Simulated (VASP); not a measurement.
Crystal: Au.

```xyz
2
Lattice="1.4113 -2.5559 0.0000 1.4113 2.5559 0.0000 0.0000 0.0000 4.8932" Properties=species:S:1:pos:R:3 pbc="T T T"
Au    1.4113    0.8451    1.2233
Au    1.4113   -0.8451    3.6699
```

This isn't the form of Au at room conditions, which is fcc.

```yaml
Program: VASP 6.6.1
Task: single point
Functional: PBEsol
Potentials_or_basis: VASP PAW PBE potentials, release 64 (Au)
Cutoff: 520 eV
k_mesh: 11 × 11 × 6
Occupations: fermi-dirac, width 0.05 eV
Spin: no spin polarisation
```

On this cell: pressure -5.5 GPa; largest force 0.020 eV/Å; band gap on the k mesh none (metal or under the smearing width).

The same run follows on a disturbed copy (atoms moved at random, drawn with an rms of 0.05 Å):

```
Au
1.0
     1.41131   -2.55593    0.00000
     1.41131    2.55593    0.00000
     0.00000    0.00000    4.89317
Au
2
Direct
  0.33425 0.65236 0.25193
  0.65276 0.31258 0.74169
```

Question: What changes?

Answer: The energy (extrapolated to zero smearing) moves by +3.3 meV/atom; pressure -5.3 GPa; largest force 0.273 eV/Å; band gap on the k mesh none (metal or under the smearing width).

Forces on the atoms (eV/Å):
```
Au  -0.008 -0.021 -0.272
Au   0.008  0.021  0.272
```

Stress tensor (GPa, compression positive):
```
-2.74  0.03  0.09
 0.03 -6.88  0.06
 0.09  0.06 -6.25
```

Caveats: the PAW data sets were made with another functional, which shifts forces and pressure a little.
